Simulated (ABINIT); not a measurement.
The system is I.

```xyz
1
Lattice="0.0000 2.3656 3.9098 2.1922 0.0000 3.9098 2.1922 2.3656 0.0000" Properties=species:S:1:pos:R:3 pbc="T T T"
I     0.0000    0.0000    0.0000
```

Base run:

| Quantity | Value |
| --- | --- |
| Program | ABINIT 10.8.3 (patched build) |
| Functional | LDA |
| Potentials or basis | JTH PAW LDA v2.0 |
| Cutoff | 408 eV |
| k mesh | 12 × 12 × 12 |
| Occupations | fermi-dirac, width 0.05 eV |
| Spin | no spin polarisation |

Its results: band gap on the k mesh none (metal or under the smearing width); pressure -2.2 GPa.

Question: The run is repeated on the same cell with these changes: functional from LDA to PBE; potentials or basis from JTH PAW LDA v2.0 to JTH PAW PBE v2.0. What comes out?

Answer: Band gap on the k mesh none (metal or under the smearing width); pressure 0.6 GPa.

Caveats: an odd number of electrons without spin polarisation forces a metal; a magnetic or distorted state may lie lower.
